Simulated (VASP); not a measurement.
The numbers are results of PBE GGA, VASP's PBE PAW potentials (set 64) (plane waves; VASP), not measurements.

The input files of a VASP run:

**POSCAR**
```
ZrO2
1
    0.0000000000     2.5954670000     2.5954670000
    2.5954670000     0.0000000000     2.5954670000
    2.5954670000     2.5954670000     0.0000000000
Zr O
1 2
Direct
  0.0000000000   0.0000000000   0.0000000000
  0.2500000000   0.2500000000   0.2500000000
  0.7500000000   0.7500000000   0.7500000000
```

### INCAR
```
SYSTEM = ZrO2
PREC = Accurate; ENCUT = 400; LREAL = .False.
LASPH = .True.
EDIFF = 1E-6; NELM = 100; ALGO = Normal
LMAXMIX = 4
ISMEAR = 0; SIGMA = 0.02
GGA = PE
ISIF = 2
LWAVE = .False.; LCHARG = .False.
```

**KPOINTS**
```
Automatic mesh
0
Gamma
11 11 11
0 0 0
```

POTCAR, in this order: Zr_sv O (PBE.64 set). Program: vasp_std.

What VASP printed:

OSZICAR:
```
       N       E                     dE             d eps       ncg     rms          rms(c)
DAV:   1     0.160570074184E+03    0.16057E+03   -0.12677E+04  1792   0.125E+03
DAV:   2    -0.287960598056E+02   -0.18937E+03   -0.18518E+03  2376   0.346E+02
DAV:   3    -0.348470156030E+02   -0.60510E+01   -0.60465E+01  2648   0.637E+01
DAV:   4    -0.349777006265E+02   -0.13069E+00   -0.13067E+00  2608   0.714E+00
DAV:   5    -0.349794744284E+02   -0.17738E-02   -0.17738E-02  2328   0.686E-01    0.221E+01
DAV:   6    -0.286843884315E+02    0.62951E+01   -0.36932E+01  2088   0.451E+01    0.867E+00
DAV:   7    -0.286001420159E+02    0.84246E-01   -0.14552E+00  2432   0.971E+00    0.535E+00
DAV:   8    -0.285619608096E+02    0.38181E-01   -0.20372E-01  2416   0.448E+00    0.507E-01
DAV:   9    -0.285631969935E+02   -0.12362E-02   -0.13805E-02  2448   0.900E-01    0.347E-01
DAV:  10    -0.285644865716E+02   -0.12896E-02   -0.41751E-03  2184   0.682E-01    0.128E-01
DAV:  11    -0.285645541227E+02   -0.67551E-04   -0.14840E-03  2320   0.317E-01    0.134E-01
DAV:  12    -0.285644862160E+02    0.67907E-04   -0.40997E-04  2064   0.156E-01    0.344E-03
DAV:  13    -0.285644877373E+02   -0.15213E-05   -0.83266E-06  2152   0.232E-02    0.470E-03
DAV:  14    -0.285644884340E+02   -0.69671E-06   -0.19189E-06  1848   0.109E-02
   1 F= -.28564488E+02 E0= -.28564488E+02  d E =-.253027E-18
```

### OUTCAR
```
------------------------ aborting loop because EDIFF is reached ----------------------------------------
  FORCE on cell =-STRESS in cart. coord.  units (eV):
  Direction    XX          YY          ZZ          XY          YZ          ZX
  --------------------------------------------------------------------------------------
  Total       -3.2406231     -3.2406231     -3.2406231      0.0000000     -0.0000000      0.0000000
  in kB     -148.4781592   -148.4781592   -148.4781592      0.0000000     -0.0000000      0.0000000
  external PRESSURE =    -148.4781592 kB  Pullay stress =       0.0000000 kB
  volume of cell :       34.97
      direct lattice vectors                 reciprocal lattice vectors
     0.000000000  2.595467000  2.595467000    -0.192643559  0.192643559  0.192643559
     2.595467000  0.000000000  2.595467000     0.192643559 -0.192643559  0.192643559
     2.595467000  2.595467000  0.000000000     0.192643559  0.192643559 -0.192643559
 POSITION                                       TOTAL-FORCE (eV/Angst)
 -----------------------------------------------------------------------------------
      0.00000      0.00000      0.00000        -0.000000      0.000000     -0.000000
      1.29773      1.29773      1.29773         0.000000     -0.000000      0.000000
      3.89320      3.89320      3.89320         0.000000      0.000000     -0.000000
 -----------------------------------------------------------------------------------
    total drift:                               -0.000000      0.000000      0.000000
  FREE ENERGIE OF THE ION-ELECTRON SYSTEM (eV)
  ---------------------------------------------------
  free  energy   TOTEN  =       -28.5644884340 eV

  energy  without entropy=      -28.5644884340  energy(sigma->0) =      -28.56448843
```
(Selected blocks of OUTCAR.)

At this cut-off the stress carries a Pulay error, which pulls relaxed volumes low.

The structure comes from a computed database's ZrO2 entry; how it stands against other phases isn't given here. The cell was not relaxed at this level.
